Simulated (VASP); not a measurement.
Write the native input for VASP 6.6.1 that does the following.

* Task: single point
* Functional: PBEsol
* Potentials or basis: VASP PAW PBE potentials, release 64 (Al, N)
* Cutoff: 520 eV
* k mesh: 10 × 10 × 10
* Occupations: gaussian, width 0.02 eV
* Spin: no spin polarisation
* Dipole correction: no
* Further INCAR settings: ALGO = Normal; EDIFF = 1e-06; NBANDS = 11

The structure of AlN lies in POSCAR:

```
AlN
1.0
    0.0000000000      1.9623739917      1.9623739917
    1.9623739917      0.0000000000      1.9623739917
    1.9623739917      1.9623739917      0.0000000000
Al N
1 1
Direct
    0.5000000000      0.5000000000      0.5000000000
    0.0000000000      0.0000000000      0.0000000000
```

Measurements of this composition are mostly on another form, of space group No. 186.

The cell isn't the ideal one: strained and moved within the space group.

The input as run:

INCAR

```
PREC     = Accurate       # precision mode
ENCUT    = 520            # plane-wave cutoff, eV
EDIFF    = 1E-6           # SCF threshold, eV
ISMEAR   = 0              # smearing method
SIGMA    = 0.02           # smearing width, eV
LREAL    = F              # projectors in reciprocal space
LASPH    = T              # aspherical terms in the spheres
NELM     = 100            # most SCF steps
ALGO     = Normal         # electronic algorithm
ISIF     = 2              # what is computed and relaxed
LWAVE    = F              # write WAVECAR
LCHARG   = F              # write CHGCAR
GGA      = PS             # functional
NBANDS   = 11             # bands
```

KPOINTS

```
regular mesh
0
Gamma
  10 10 10
```

Potentials or basis: VASP PAW PBE potentials, release 64 (Al, N).

The run is started by

```bash
$ cat potpaw_PBE.64/Al/POTCAR potpaw_PBE.64/N/POTCAR > POTCAR
$ mpirun -np 1 vasp_std > vasp.out
```

Results of the run:

```yaml
Pressure: 28.5 GPa
Band_gap_on_the_k_mesh: 4.96 eV, indirect (least direct gap 7.01 eV)
```

Caveat: so large a pressure means that the cell lies far from this level's equilibrium, or that cutoff or potentials fall short; the potentials were made for another functional, which shifts forces and pressure.

It took 4 s on 1 thread of AMD EPYC 9R45 96-Core Processor (Zen 5), with other jobs on the host, peak memory 0.1 GiB.
